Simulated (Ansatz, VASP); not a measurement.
## One calculation of C, two programs

File INCAR:

```
SYSTEM = C
ALGO = Normal
EDIFF = 1E-6
ENCUT = 520
GGA = PE
ISIF = 2
ISMEAR = -1
LASPH = .True.
LCHARG = .False.
LREAL = .False.
LWAVE = .False.
NBANDS = 8
NELM = 60
PREC = Accurate
SIGMA = 0.1
```

File KPOINTS:

```
k-points
0
Gamma
  25 25 25
  0 0 0
```

File POSCAR:

```
C
1.0
    0.0000000000      1.3751753490      1.3751753490
    1.3751753490      0.0000000000      1.3751753490
    1.3751753490      1.3751753490      0.0000000000
C
1
Direct
    0.0000000000      0.0000000000      0.0000000000
```

Input for Ansatz:

```yaml
crystal:
  lattice:
    - [0.0, 1.375175349, 1.375175349]
    - [1.375175349, 0.0, 1.375175349]
    - [1.375175349, 1.375175349, 0.0]
  atoms:
    - { symbol: C, position: [0.0, 0.0, 0.0] }
kpoints:
  mp_grid: { grid: [25, 25, 25] }
scf:
  occupations: { method: fermi_dirac, width: 0.1 }
hamiltonian:
  xc: pbe
  pseudopotentials: { kind: paw }
output:
  forces: true
  stress: true
  eigenvalues: true
  write_density: true
  write_potential: true
  elf: true
  volumetric_format: npy
```

Change from the starting cell: volume scaled by 0.709, to set the pressure.

Alike in both runs: task single point; functional PBE; k mesh 25 × 25 × 25; occupations fermi-dirac, width 0.1 eV; no spin polarisation.

|  | VASP | Ansatz |
| --- | --- | --- |
| version | VASP 6.6.1 | Ansatz 0.2.0 |
| potentials or method | VASP PAW PBE potentials, release 64 (C) | PAW with Ansatz's default frozen-core files, scalar-relativistic |
| plane-wave cutoff (eV) | 520 | 420 |
| valence electrons in the cell | 4 | 4 |

```csv
,VASP,Ansatz,Ansatz less VASP
pressure (GPa),96.0,95.6,-0.33
```

With one functional, cell and mesh, what is left measures potentials, basis and numerics.

Caveats: the cell as given lies far from equilibrium; so large a pressure means that the cell lies far from this level's equilibrium, or that cutoff or potentials fall short (VASP).
